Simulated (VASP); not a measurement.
Input of a VASP 6.6.1 run:

File INCAR:

```
PREC = Accurate
ENCUT = 600
EDIFF = 1E-6
ISMEAR = -1
SIGMA = 0.05
LREAL = False
LASPH = True
NELM = 150
ALGO = Normal
ISIF = 3
LWAVE = False
LCHARG = False
ISPIN = 2
MAGMOM = 2 0
LORBIT = 11
LMAXMIX = 4
METAGGA = SCAN
LMIXTAU = True
IVDW = 11
IBRION = 2
NSW = 40
EDIFFG = -0.01
```

The input KPOINTS:

```
Automatic mesh
0
Gamma
  8 8 8
```

The input POSCAR:

```
CoO
1.0
    0.0000000000      2.1315000000      2.1315000000
    2.1315000000      0.0000000000      2.1315000000
    2.1315000000      2.1315000000      0.0000000000
Co O
1 1
Direct
    0.0000000000      0.0000000000      0.0000000000
    0.5000000000      0.5000000000      0.5000000000
```

Potentials or basis: VASP PAW PBE potentials, release 64 (Co, O).

Run with:

```console
$ cat potpaw_PBE.64/Co/POTCAR potpaw_PBE.64/O/POTCAR > POTCAR
$ mpirun -np 1 vasp_std > vasp.out
```

Q: Predict the dispersion energy per atom.

A: -0.065 eV.

Q: Estimate the space group after relaxing (to 0.05 Å).

A: Fm-3m (No. 225).

The path:
```tsv
step	energy change (eV)	largest force (eV/Å)	pressure (GPa)	volume (Å³)
1	0.0000	0.0000	-9.26	19.37
2	0.0154	0.0000	7.32	17.84
3	0.0005	0.0000	-4.09	18.84
4	-0.0024	0.0000	-0.28	18.46
5	-0.0022	0.0000	-0.01	18.44
```

Caveat: the PAW data sets were made with another functional, which shifts forces and pressure a little; a cell with one magnetic atom can't hold antiferromagnetic order, which such compounds often take; pairwise dispersion overbinds metals, which lowers pressure and volume.
